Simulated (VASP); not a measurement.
# HgSe (F-43m) in VASP: a series of runs

The runs below take HgSe through single point, relaxation of cell and atoms, with PBE.

All numbers are computed with VASP 6.6.1; they aren't measurements. Logs are shortened: lines on timing, memory, paths and dates and some standing lists are left out, and cuts for length are marked.

## (1) The structure

The structure is cubic, space group F-43m (No. 216). Conventional cell: a = 6.260 Å, b = 6.260 Å, c = 6.260 Å, α = 90.00°, β = 90.00°, γ = 90.00°. Around Hg (site symmetry -43m) lie 4 Se at 2.71 Å. Se (site symmetry -43m) has 4 Hg at 2.71 Å as nearest neighbours.

## (2) Single point, PBE

INCAR

```
  ALGO = Fast
  EDIFF = 1E-6
  ENCUT = 520
  GGA = PE
  ISIF = 2
  ISMEAR = 0
  LASPH = True
  LCHARG = True
  LELF = True
  LREAL = False
  LVHAR = True
  LWAVE = False
  NBANDS = 16
  NELM = 100
  PREC = Accurate
  SIGMA = 0.1
```

KPOINTS

```
k-points
0
Gamma
  12 12 12
```

POSCAR

```
HgSe
1.0
    0.0000000000      3.1301276995      3.1301276995
    3.1301276995      0.0000000000      3.1301276995
    3.1301276995      3.1301276995      0.0000000000
Hg Se
1 1
Direct
    0.0000000000      0.0000000000      0.0000000000
    0.2500000000      0.2500000000      0.2500000000
```

Potentials or basis: VASP PAW PBE potentials, release 64 (Hg, Se).

Run with:

```console
$ cat potpaw_PBE.64/Hg/POTCAR potpaw_PBE.64/Se/POTCAR > POTCAR
$ mpirun -np 1 vasp_std > vasp.out
```

OUTCAR:

```text
EDIFF = 1E-6
   ENCUT = 520
   GGA = PE
   ISIF = 2
   ISMEAR = 0
   LASPH = True
   LREAL = False
   NELM = 100
   PREC = Accurate

 ion  position               nearest neighbor table
   1  0.000  0.000  0.000-   2 2.71   2 2.71   2 2.71   2 2.71
   2  0.250  0.250  0.250-   1 2.71   1 2.71   1 2.71   1 2.71

  LATTYP: Found a face centered cubic cell.
 ALAT       =     6.2602553990

  Lattice vectors:

 A1 = (   0.0000000000,   3.1301276995,   3.1301276995)
 A2 = (   3.1301276995,   0.0000000000,   3.1301276995)
 A3 = (   3.1301276995,   3.1301276995,   0.0000000000)

Analysis of symmetry for initial positions (statically):
=====================================================================
 Subroutine PRICEL returns:
 Original cell was already a primitive cell.

 Routine SETGRP: Setting up the symmetry group for a
 face centered cubic supercell.

 Subroutine GETGRP returns: Found 24 space group operations
 (whereof 24 operations were pure point group operations)
 out of a pool of 48 trial point group operations.

The static configuration has the point symmetry T_d .

Analysis of symmetry for dynamics (positions and initial velocities):
=====================================================================
 Subroutine PRICEL returns:
 Original cell was already a primitive cell.

 Routine SETGRP: Setting up the symmetry group for a
 face centered cubic supercell.

 Subroutine GETGRP returns: Found 24 space group operations
 (whereof 24 operations were pure point group operations)
 out of a pool of 48 trial point group operations.

The dynamic configuration has the point symmetry T_d .

 Subroutine INISYM returns: Found 24 space group operations
 (whereof 24 operations are pure point group operations),
 and found     1 'primitive' translations

----------------------------------------------------------------------------------------

                                     Primitive cell

  volume of cell :      61.3361

  direct lattice vectors                    reciprocal lattice vectors
     0.000000000  3.130127700  3.130127700    -0.159737892  0.159737892  0.159737892
     3.130127700  0.000000000  3.130127700     0.159737892 -0.159737892  0.159737892
     3.130127700  3.130127700  0.000000000     0.159737892  0.159737892 -0.159737892

  length of vectors
     4.426669045  4.426669045  4.426669045     0.276674145  0.276674145  0.276674145

  position of ions in fractional coordinates (direct lattice)
     0.000000000  0.000000000  0.000000000
     0.250000000  0.250000000  0.250000000

  ion indices of the primitive-cell ions
   primitive index   ion index
                 1           1
                 2           2

----------------------------------------------------------------------------------------

 KPOINTS: k-points

Automatic generation of k-mesh.
 Grid dimensions read from file:
 generate k-points for:   12   12   12

 Generating k-lattice:

  Cartesian coordinates                     Fractional coordinates (reciprocal lattice)
    -0.013311491  0.013311491  0.013311491     0.083333333  0.000000000  0.000000000
     0.013311491 -0.013311491  0.013311491     0.000000000  0.083333333  0.000000000
     0.013311491  0.013311491 -0.013311491     0.000000000  0.000000000  0.083333333

  Length of vectors
     0.023056179  0.023056179  0.023056179

  Shift w.r.t. Gamma in fractional coordinates (k-lattice)
     0.000000000  0.000000000  0.000000000

 Subroutine IBZKPT returns following result:
 ===========================================

 Found     72 irreducible k-points:

 Following reciprocal coordinates:
            Coordinates               Weight
  0.000000  0.000000  0.000000      1.000000
  0.083333  0.000000  0.000000      8.000000
  0.166667  0.000000  0.000000      8.000000
  0.250000  0.000000  0.000000      8.000000
  0.333333  0.000000  0.000000      8.000000
  0.416667  0.000000  0.000000      8.000000
[... 16 lines left out ...]
  0.500000  0.166667  0.000000     24.000000
 -0.416667  0.166667  0.000000     24.000000
 [... further k-points ...]
   k-points           NKPTS =     72   k-points in BZ     NKDIM =     72   number of bands    NBANDS=     16
   number of dos      NEDOS =    301   number of ions     NIONS =      2
   total plane-waves  NPLWV =  46656
   dimension x,y,z NGX =    36 NGY =   36 NGZ =   36
   dimension x,y,z NGXF=    72 NGYF=   72 NGZF=   72
   ions per type =               1   1
   NGX,Y,Z   is equivalent  to a cutoff of  13.52, 13.52, 13.52 a.u.
   NGXF,Y,Z  is equivalent  to a cutoff of  27.04, 27.04, 27.04 a.u.
 SYSTEM =  unknown system
   PREC   = accura    normal or accurate (medium, high low for compatibility)
   ISTART =      0    job   : 0-new  1-cont  2-samecut
   ICHARG =      2    charge: 1-file 2-atom 10-const
   ISPIN  =      1    spin polarized calculation?
   LNONCOLLINEAR =      F non collinear calculations
   LSORBIT =      F    spin-orbit coupling
   LASPH  =      T    aspherical Exc in radial PAW
   ENCUT  =  520.0 eV  38.22 Ry    6.18 a.u.   8.23  8.23  8.23*2*pi/ulx,y,z
   NELM   =    100;   NELMIN=  2; NELMDL= -5     # of ELM steps
   EDIFF  = 0.1E-05   stopping-criterion for ELM
   LREAL  =      F    real-space projection
   EDIFFG = 0.1E-04   stopping-criterion for IOM
   NSW    =      0    number of steps for IOM
   IBRION =     -1    ionic relax: 0-MD 1-quasi-New 2-CG
   NFREE  =      0    steps in history (QN), initial steepest desc. (CG)
   ISIF   =      2    stress and relaxation
   ISYM   =      2    0-nonsym 1-usesym 2-fastsym
   POTIM  = 0.5000    time-step for ionic-motion
   TEBEG  =    0.0;   TEEND  =   0.0 temperature during run
   PSTRESS=    0.0 pullay stress
   NELECT =      18.0000    total number of electrons
   NUPDOWN=      -1.0000    fix difference up-down
   EMIN   =  10.00;   EMAX   =-10.00  energy-range for DOS
   EFERMI =   0.00;   METHOD = LEGACY
   ISMEAR =     0;   SIGMA  =   0.10  broadening in eV -4-tet -1-fermi 0-gaus
   EFERMI_NEDOS =   21; number of points for ismear=-14 and -15
   IALGO  =     68    algorithm
   IMIX   =      4    mixing-type and parameters
     AMIX     =   0.40;   BMIX     =  1.00
     AMIX_MAG =   1.60;   BMIX_MAG =  1.00
  volume/ion in A,a.u.               =      30.67       206.96
  Fermi-wavevector in a.u.,A,eV,Ry     =   1.087912  2.055855 16.103198  1.183552
  Thomas-Fermi vector in A             =   2.224082
   LORBIT       =      0    0 simple, 1 ext, 2 COOP (PROOUT), +10 PAW based schemes
   GGA     = PE    functional components
   LHFCALC =     F    Hartree Fock is set to
   AEXX    =    0.0000 exact exchange contribution
   IVDW    =     0    specifies the selected vdW correction
   LEPSILON=     F    determine dielectric tensor
   LRPA    =     F    only Hartree local field effects (RPA)
 non-spin polarized calculation
 RMM-DIIS sequential band-by-band and
 Gauss-broadening in eV      SIGMA  =   0.10
  energy-cutoff  :      520.00
  volume of cell :       61.34
 maximum number of plane-waves:      1676
 NGX is ok and might be reduce to    36
   NGX = 17   NGY = 17   NGZ = 17

 number of electron      18.0000002 magnetization

 Free energy of the ion-electron system (eV)
  ---------------------------------------------------
  ext. energy  EPLUGINS =         0.00000000
  ---------------------------------------------------
  free energy    TOTEN  =        -4.08919350 eV

  energy without entropy =       -4.08902559  energy(sigma->0) =       -4.08910955

 E-fermi :   1.0268     XC(G=0):  -8.6468

 val. band max:        0.9519149646   @ k =   0.0000   0.0000   0.0000
 cond. band min:       1.2739212639   @ k =   0.0833   0.0000   0.0000
 fundamental gap:      0.3220062994
 Fermi energy:         1.0268450729

 k-point     1 :       0.0000    0.0000    0.0000
  band No.  band energies     occupation
      1     -11.9362      2.00000
      2      -5.7344      2.00000
      3      -5.7344      2.00000
      4      -5.7344      2.00000
      5      -5.1307      2.00000
      6      -5.1307      2.00000
[... 8 lines left out ...]
     15      12.1043      0.00000
     16      12.1044      0.00000

 k-point     2 :       0.0833    0.0000    0.0000
  band No.  band energies     occupation
      1     -11.9115      2.00000
      2      -5.7228      2.00000
      3      -5.7228      2.00000
      4      -5.7214      2.00000
      5      -5.1317      2.00000
      6      -5.1317      2.00000
[... 8 lines left out ...]
     15      11.6044      0.00000
     16      11.6044      0.00000

 k-point     3 :       0.1667    0.0000    0.0000
  band No.  band energies     occupation
      1     -11.8432      2.00000
      2      -5.6919      2.00000
      3      -5.6919      2.00000
      4      -5.6726      2.00000
      5      -5.1323      2.00000
      6      -5.1323      2.00000
[... 8 lines left out ...]
     15      11.1434      0.00000
     16      11.1434      0.00000

 k-point     4 :       0.2500    0.0000    0.0000
  band No.  band energies     occupation
      1     -11.7479      2.00000
      2      -5.6530      2.00000
      3      -5.6530      2.00000
      4      -5.5636      2.00000
      5      -5.1277      2.00000
      6      -5.1277      2.00000
[... 8 lines left out ...]
     15      11.0517      0.00000
     16      11.0517      0.00000
[... 324 lines left out ...]
 k-point    22 :       0.4167    0.1667    0.0000
  band No.  band energies     occupation
      1     -11.5703      2.00000
      2      -5.5942      2.00000
      3      -5.5346      2.00000
      4      -5.3170      2.00000
      5      -5.0823      2.00000
      6      -5.0750      2.00000
[... 8 lines left out ...]
     15      12.1222      0.00000
     16      12.6302      0.00000

 k-point    23 :       0.5000    0.1667    0.0000
  band No.  band energies     occupation
      1     -11.5188      2.00000
      2      -5.5740      2.00000
      3      -5.5261      2.00000
      4      -5.1897      2.00000
      5      -5.0870      2.00000
      6      -4.9009      2.00000
[... 8 lines left out ...]
     15      12.1842      0.00000
     16      12.7224      0.00000

 k-point    24 :      -0.4167    0.1667    0.0000
  band No.  band energies     occupation
      1     -11.5121      2.00000
      2      -5.5662      2.00000
      3      -5.5347      2.00000
      4      -5.1424      2.00000
      5      -5.1060      2.00000
      6      -4.8549      2.00000
[... 8 lines left out ...]
     15      11.8920      0.00000
     16      12.1336      0.00000

 [... further k-points ...]

------------------------ aborting loop because EDIFF is reached ----------------------------------------

  FORCE on cell =-STRESS in cart. coord.  units (eV):
  Direction    XX          YY          ZZ          XY          YZ          ZX
  --------------------------------------------------------------------------------------
  -------------------------------------------------------------------------------------
  Total        0.0719647      0.0719647      0.0719647      0.0000000     -0.0000000     -0.0000000
  in kB        1.8798111      1.8798111      1.8798111      0.0000000     -0.0000000     -0.0000000
  external PRESSURE =       1.8798111 kB  Pullay stress =       0.0000000 kB

 VOLUME and BASIS-vectors are now :
 -----------------------------------------------------------------------------
  energy-cutoff  :      520.00
  volume of cell :       61.34
      direct lattice vectors                 reciprocal lattice vectors
     0.000000000  3.130127700  3.130127700    -0.159737892  0.159737892  0.159737892
     3.130127700  0.000000000  3.130127700     0.159737892 -0.159737892  0.159737892
     3.130127700  3.130127700  0.000000000     0.159737892  0.159737892 -0.159737892

 POSITION                                       TOTAL-FORCE (eV/Angst)
 -----------------------------------------------------------------------------------
      0.00000      0.00000      0.00000        -0.000000     -0.000000     -0.000000
      1.56506      1.56506      1.56506         0.000000      0.000000      0.000000
 -----------------------------------------------------------------------------------
    total drift:                               -0.000000     -0.000000     -0.000000

  FREE ENERGIE OF THE ION-ELECTRON SYSTEM (eV)
  ---------------------------------------------------
  free  energy   TOTEN  =        -4.0891935037 eV

  energy  without entropy=       -4.0890255915  energy(sigma->0) =       -4.08910955
```

It took 38 s on 1 thread of Intel Xeon Platinum 8488C (Sapphire Rapids), shared host; peak memory 0.25 GiB.

Results:

| Property | Result |
| --- | --- |
| Free energy | -4.0892 eV |
| Pressure | 0.2 GPa |
| Band gap on the k mesh | none (metal or under the smearing width) |

Levels at points of the mesh, in eV from the Fermi level:
```csv
k point,band 6,band 7,band 8,band 9,band 10,band 11,band 12,band 13
"(0.00, 0.00, 0.00)",-6.16,-1.12,-0.07,-0.07,-0.07,5.51,5.51,5.51
"(0.50, 0.00, 0.00)",-5.90,-5.01,-0.89,-0.89,1.02,6.21,6.21,6.73
"(0.50, 0.50, 0.00)",-5.86,-4.75,-2.03,-2.03,2.61,3.12,8.21,9.36
```

## (3) Relaxation of cell and atoms, PBE

This run uses another cell than the first one, of 28.07 Å³/atom, 0.915 times its volume.

INCAR

```
SYSTEM = HgSe
PREC = Accurate
ENCUT = 600
EDIFF = 1E-7
ISMEAR = 0
SIGMA = 0.1
LREAL = .False.
LASPH = .True.
NELM = 100
ALGO = Normal
ISIF = 3
LWAVE = .False.
LCHARG = .False.
GGA = PE
IBRION = 2
NSW = 100
EDIFFG = -0.005
```

KPOINTS

```
Automatic mesh
0
Gamma
  12 12 12
  0 0 0
```

POSCAR

```
HgSe
1.0
    0.0000000000      3.0390000000      3.0390000000
    3.0390000000      0.0000000000      3.0390000000
    3.0390000000      3.0390000000      0.0000000000
Hg Se
1 1
Direct
    0.0000000000      0.0000000000      0.0000000000
    0.2500000000      0.2500000000      0.2500000000
```

Potentials or basis: VASP PAW PBE potentials, release 64 (Hg, Se).

Run with:

```console
$ cat potpaw_PBE.64/Hg/POTCAR potpaw_PBE.64/Se/POTCAR > POTCAR
$ mpirun -np 1 vasp_std > vasp.out
```

Wall time 80 s (1 thread of Intel Xeon Platinum 8488C (Sapphire Rapids), shared host); peak memory 0.26 GiB.

Results (log left out):

```
Free energy                            : -4.0888 eV
Relaxed volume                         : 30.79 Å³/atom
Relaxed cell                           : a = 4.433 Å, b = 4.433 Å, c = 4.433 Å, α = 60.00°, β = 60.00°, γ = 60.00°
Space group after relaxing (to 0.05 Å) : F-43m (No. 216)
Energy gained by relaxing              : 39.2 meV/atom
Ionic steps                            : 3
Pressure after relaxing                : 0.0 GPa
Band gap on the k mesh                 : none (metal or under the smearing width)
```

The path:
| step | energy change (eV) | largest force (eV/Å) | pressure (GPa) | volume (Å³) |
| --- | --- | --- | --- | --- |
| 1 | 0.0000 | 0.0000 | 5.04 | 56.13 |
| 2 | -0.0704 | 0.0000 | -1.26 | 63.61 |
| 3 | -0.0785 | 0.0000 | 0.02 | 61.59 |

Final structure:
```cif
data_structure
_symmetry_space_group_name_H-M 'P 1'
_symmetry_Int_Tables_number 1
_cell_length_a 4.4327
_cell_length_b 4.4327
_cell_length_c 4.4327
_cell_angle_alpha 60.000
_cell_angle_beta 60.000
_cell_angle_gamma 60.000
_cell_volume 61.59
loop_
_atom_site_label
_atom_site_type_symbol
_atom_site_fract_x
_atom_site_fract_y
_atom_site_fract_z
_atom_site_occupancy
Hg1 Hg 0.00000 0.00000 0.00000 1
Se1 Se 0.25000 0.25000 0.25000 1
```

Levels at points of the mesh, in eV from the Fermi level:
```tsv
k point	band 7	band 8	band 9	band 10	band 11	band 12
(0.00, 0.00, 0.00)	-1.12	-0.08	-0.08	-0.08	5.52	5.52
(0.50, 0.00, 0.00)	-4.98	-0.89	-0.89	1.02	6.21	6.21
(0.50, 0.50, 0.00)	-4.74	-2.01	-2.01	2.60	3.13	8.20
```

Spin-orbit coupling is left out, which matters for the levels of Hg. PBE usually gives volumes a little too large and moduli too small.

## (4) Single point, PBE

INCAR

```
SYSTEM = HgSe
PREC = Accurate
ENCUT = 520
EDIFF = 1E-7
ISMEAR = 0
SIGMA = 0.1
LREAL = .False.
LASPH = .True.
NELM = 100
ALGO = Normal
ISIF = 2
LWAVE = .False.
LCHARG = .False.
GGA = PE
NBANDS = 16
```

KPOINTS is that of step 3.

POSCAR

```
HgSe
1.0
    0.0000000000      3.1301276995      3.1301276995
    3.1301276995      0.0000000000      3.1301276995
    3.1301276995      3.1301276995      0.0000000000
Hg Se
1 1
Direct
    0.0000000000      0.0000000000      0.0000000000
    0.2500000000      0.2500000000      0.2500000000
```

Run with:

```console
$ cat potpaw_PBE.64/Hg/POTCAR potpaw_PBE.64/Se/POTCAR > POTCAR
$ mpirun -np 1 vasp_std > vasp.out
```

Wall time 36 s (1 thread of Intel Xeon Platinum 8488C (Sapphire Rapids), shared host); peak memory 0.25 GiB.

The run converged. Its results:

```
Free energy            : -4.0892 eV
Pressure               : 0.2 GPa
Band gap on the k mesh : none (metal or under the smearing width)
```

Levels at points of the mesh, in eV from the Fermi level:
```
           k point  band 5  band 6  band 7  band 8  band 9  band 10  band 11  band 12  band 13  band 14
(0.00, 0.00, 0.00)   -6.16   -6.16   -1.12   -0.07   -0.07    -0.07     5.51     5.51     5.51     8.26
(0.50, 0.00, 0.00)   -6.12   -5.90   -5.01   -0.89   -0.89     1.02     6.21     6.21     6.73     9.13
(0.50, 0.50, 0.00)   -6.07   -5.86   -4.75   -2.03   -2.03     2.61     3.12     8.21     9.36     9.36
```

The run has no spin-orbit coupling, so splittings on Hg are missing.

[end of part 1 of 2]
